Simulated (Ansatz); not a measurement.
O: computed DOS

```cif
data_structure
_symmetry_space_group_name_H-M 'P6_3/mmc'
_symmetry_Int_Tables_number 194
_cell_length_a 2.6759
_cell_length_b 2.6759
_cell_length_c 2.6292
_cell_angle_alpha 90.000
_cell_angle_beta 90.000
_cell_angle_gamma 120.000
_cell_volume 16.30
loop_
_atom_site_label
_atom_site_type_symbol
_atom_site_symmetry_multiplicity
_atom_site_Wyckoff_symbol
_atom_site_fract_x
_atom_site_fract_y
_atom_site_fract_z
_atom_site_occupancy
O1 O 2 c 0.33333 0.66667 0.25000 1
```

The runs use the primitive cell with vectors (2.676, 0.000, 0.000), (-1.338, 2.317, 0.000), (0.000, 0.000, 2.629) Å, to which the k mesh refers.

The structure comes from a relaxation in the same program, started in the hcp type, and has space group P6_3/mmc. Whether it is a known phase or the ground state wasn't checked.

This is a hypothetical arrangement without O2 molecules, not solid oxygen as it is known.

Level of theory: DFT, PBE, all-electron LAPW, scalar-relativistic (Ansatz 0.2.0).

The runs use a Γ-centred 15×15×8 k mesh, Fermi–Dirac smearing of 0.08 eV, basis error target 1 meV/atom, no spin polarisation; the mesh is coarse along some axis.

States per eV and cell, averaged over 0.6 eV, from -5.8 to 2.4 eV, with energies (bin centres) from the Fermi level; empty bins are left out. 

| E (eV) | total |
| --- | --- |
| -5.6 | 1.18 |
| -5.0 | 0.98 |
| -4.4 | 1.14 |
| -3.8 | 1.30 |
| -3.2 | 1.15 |
| -2.6 | 1.45 |
| -2.0 | 1.22 |
| -1.4 | 0.66 |
| -0.8 | 1.83 |
| -0.2 | 1.12 |
| 0.4 | 1.51 |
| 1.0 | 1.83 |
| 1.6 | 2.69 |
| 2.2 | 0.42 |
